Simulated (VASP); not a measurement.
Input of a VASP 6.6.1 run:

File INCAR:

```
PREC     = Accurate       # precision mode
ENCUT    = 520            # plane-wave cutoff, eV
EDIFF    = 1E-7           # SCF threshold, eV
ISMEAR   = 0              # smearing method
SIGMA    = 0.011          # smearing width, eV
LREAL    = F              # projectors in reciprocal space
LASPH    = T              # aspherical terms in the spheres
NELM     = 60             # most SCF steps
ALGO     = Fast           # electronic algorithm
ISIF     = 2              # what is computed and relaxed
LWAVE    = F              # write WAVECAR
LCHARG   = F              # write CHGCAR
GGA      = PE             # functional
NBANDS   = 16             # bands
```

The input KPOINTS:

```
Automatic mesh
0
Gamma
  10 10 10
```

POSCAR

```
CdO
1.0
    0.0000000000      2.3495000000      2.3495000000
    2.3495000000      0.0000000000      2.3495000000
    2.3495000000      2.3495000000      0.0000000000
Cd O
1 1
Direct
    0.0000000000      0.0000000000      0.0000000000
    0.5000000000      0.5000000000      0.5000000000
```

Potentials or basis: VASP PAW PBE potentials, release 64 (Cd, O).

Run with:

```sh
$ cat potpaw_PBE.64/Cd/POTCAR potpaw_PBE.64/O/POTCAR > POTCAR
$ mpirun -np 1 vasp_std > vasp.out
```

(1) What does it give for the band gap on the k mesh?

(2) What does it give for the pressure?

## Answers

(1) none (metal or under the smearing width).

(2) 7.6 GPa.

Caveat: this crystal is a semiconductor, whose small gap the functional closes, so the metal is an error of the method.
